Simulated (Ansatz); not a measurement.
# Zn12H2O13: the cost of one run

Computed with Ansatz 0.2.0 (DFT PBE+D3(BJ), scalar-relativistic, plane waves, PAW, unless a step's input says otherwise).

2 further runs of the same task are left out: 2 set aside as unsound or not needed.

**1. Starting point**

The structure is monoclinic, space group Pm (No. 6). Conventional cell: a = 5.256 Å, b = 3.255 Å, c = 22.577 Å, α = 90.00°, β = 90.00°, γ = 90.00°. Around Zn (site symmetry m) lie 3 O at 1.98 to 1.99 Å. O (site symmetry m) is surrounded by 3 Zn at 1.98 to 1.99 Å. Zn (site symmetry m) is surrounded by 4 O at 1.98 to 1.99 Å. O (site symmetry m) is surrounded by 4 Zn at 1.98 to 1.99 Å. Zn (site symmetry m) is surrounded by 4 O at 1.97 to 1.99 Å. Around O (site symmetry m) lie 4 Zn at 1.96 to 1.99 Å. Zn (site symmetry m) is surrounded by 4 O at 1.96 to 2.05 Å. O (site symmetry m) has 4 Zn at 1.97 to 2.08 Å as nearest neighbours. Only part of the 12 independent sites is listed.

As a file:

```
CELL_PARAMETERS angstrom
6.50949 0.00000 0.00000
0.00000 5.25642 0.00000
0.00000 0.00000 22.57695
ATOMIC_POSITIONS crystal
Zn 0.50000 0.99838 0.35434
Zn 0.00000 0.99838 0.35434
O 0.50000 0.61952 0.35434
O 0.00000 0.61952 0.35434
Zn 0.75000 0.49838 0.39596
Zn 0.25000 0.49838 0.39596
O 0.75000 0.11952 0.39596
O 0.25000 0.11952 0.39596
Zn 0.75000 0.99838 0.47919
Zn 0.25000 0.99838 0.47919
O 0.75000 0.61952 0.47919
O 0.25000 0.61952 0.47919
Zn 0.00000 0.49422 0.51785
Zn 0.50000 0.49422 0.51785
O 0.00000 0.11698 0.52009
O 0.50000 0.11698 0.52009
Zn 0.00000 0.99609 0.60777
Zn 0.50000 0.99609 0.60777
O 0.00000 0.61809 0.60376
O 0.50000 0.61809 0.60376
Zn 0.25000 0.45907 0.63067
Zn 0.75000 0.45907 0.63067
O 0.25000 0.11075 0.64502
O 0.75000 0.11075 0.64502
```

Planes are indexed in the bulk's conventional cell (P6_3mc (No. 186)), a = 3.255 Å, b = 3.255 Å, c = 5.256 Å, α = 90.00°, β = 90.00°, γ = 120.00°.

It is a (100) slab, 6.6 Å thick as cut, with 16 Å of vacuum, in a 2×1 surface cell; its outer planes are ZnO (top) and ZnO (bottom). An earlier relaxation, lower half held, gave -46641.8082 eV, gap on the mesh 0.71 eV, ionisation potential 5.70 eV (top face), 5.09 eV (bottom face), electron affinity 4.99 eV (top face), 4.38 eV (bottom face), dipole along +c -0.116 e·Å per cell.

**2. H2O, upright, over a top (O) site**

input.yaml reads:

```yaml
crystal:
  lattice:
    - [6.509489454, 0.0, 0.0]
    - [0.0, 5.2564237872, 0.0]
    - [0.0, 0.0, 26.143047105]
  atoms:
    - { symbol: Zn, position: [0.5, 0.9983827816, 0.3060087054] }
    - { symbol: Zn, position: [0.0, 0.9983827816, 0.3060087054] }
    - { symbol: O, position: [0.5, 0.6195172184, 0.3060087054] }
    - { symbol: O, position: [0.0, 0.6195172184, 0.3060087054] }
    - { symbol: Zn, position: [0.75, 0.4983827816, 0.3419480459] }
    - { symbol: Zn, position: [0.25, 0.4983827816, 0.3419480459] }
    - { symbol: O, position: [0.75, 0.1195172184, 0.3419480459] }
    - { symbol: O, position: [0.25, 0.1195172184, 0.3419480459] }
    - { symbol: Zn, position: [0.75, 0.9983827816, 0.4138267269] }
    - { symbol: Zn, position: [0.25, 0.9983827816, 0.4138267269] }
    - { symbol: O, position: [0.75, 0.6195172184, 0.4138267269] }
    - { symbol: O, position: [0.25, 0.6195172184, 0.4138267269] }
    - { symbol: Zn, position: [0.0, 0.494216689, 0.4472077444] }
    - { symbol: Zn, position: [0.5, 0.494216689, 0.4472077444] }
    - { symbol: O, position: [0.0, 0.1169774635, 0.4491450632] }
    - { symbol: O, position: [0.5, 0.1169774635, 0.4491450632] }
    - { symbol: Zn, position: [0.0, 0.9960886743, 0.5248660868] }
    - { symbol: Zn, position: [0.5, 0.9960886743, 0.5248660868] }
    - { symbol: O, position: [0.0, 0.6180923074, 0.5214060567] }
    - { symbol: O, position: [0.5, 0.6180923074, 0.5214060567] }
    - { symbol: Zn, position: [0.25, 0.4590728946, 0.5446431364] }
    - { symbol: Zn, position: [0.75, 0.4590728946, 0.5446431364] }
    - { symbol: O, position: [0.25, 0.1107480511, 0.5570334584] }
    - { symbol: O, position: [0.75, 0.1107480511, 0.5570334584] }
    - { symbol: O, position: [0.7253656272, 0.2219575325, 0.6703714327] }
    - { symbol: H, position: [0.75, 0.1107480511, 0.6404208306] }
    - { symbol: H, position: [0.75, 0.1107480511, 0.7003258598] }
basis:
  ecutwfc: 420
kpoints:
  mp_grid: { grid: [3, 3, 1] }
hamiltonian:
  xc: pbe
  dispersion: d3bj
scf:
  occupations: { method: gaussian, width: 0.05 }
output:
  forces: true
  eigenvalues: true
  write_density: true
  write_potential: true
  elf: true
  volumetric_format: npy
relax:
  adjacent_minimum: "off"
  f_tol: 0.04
  max_steps: 100
  constraints: [{ sites: [0, 1, 2, 3, 4, 5, 6, 7, 8, 9, 10, 11] }]
efield:
  axis: 3
  dipole_correction: true
  ramp_width: 0.04
```

Run with:

```bash
$ ansatz run input.yaml --threads 8 --pin off --max-ram 20480MiB --backend cpu --events-out ev --progress --plain --runs-dir out
```

What time and memory should one allow on 8 threads of Intel Xeon 6975P-C (Granite Rapids), shared host?

About 2.2 min, with a peak of 2.8 GiB.
